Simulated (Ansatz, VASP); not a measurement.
Two plane-wave programs on ZnS

```
CELL_PARAMETERS angstrom
0.00000 2.70465 2.70465
2.70465 0.00000 2.70465
2.70465 2.70465 0.00000
ATOMIC_POSITIONS crystal
Zn 0.95840 0.95840 0.04160
S 0.75000 0.75000 0.75000
```

Alike in both runs: task single point; functional PBE; k mesh 10 × 10 × 10; occupations gaussian, width 0.05 eV; no spin polarisation.

|  | VASP | Ansatz |
| --- | --- | --- |
| version | VASP 6.6.1 | Ansatz 0.2.0 |
| potentials or method | VASP PAW PBE potentials, release 64 (Zn, S) | scalar-relativistic, plane waves, PAW |
| plane-wave cutoff (eV) | 520 | 420 |
| valence electrons in the cell | 18 | 18 |

```tsv
	VASP	Ansatz	Ansatz less VASP
gap on the k mesh at the Fermi level (eV)	2.03	2.03	-0.008
least direct gap on the mesh (eV)	2.03	2.03	-0.008
pressure (GPa)	3.2	3.0	-0.16
largest component of the traceless stress (GPa)	5.31	5.24	-0.075
rms of the force components (eV/Å)	0.727	0.721	-0.0061
```

Atom by atom the forces differ by 0.006 eV/Å (rms over components).

Caveats: forces of over 1 eV/Å show positions far from the minimum, so gaps and moduli don't describe the material at rest.
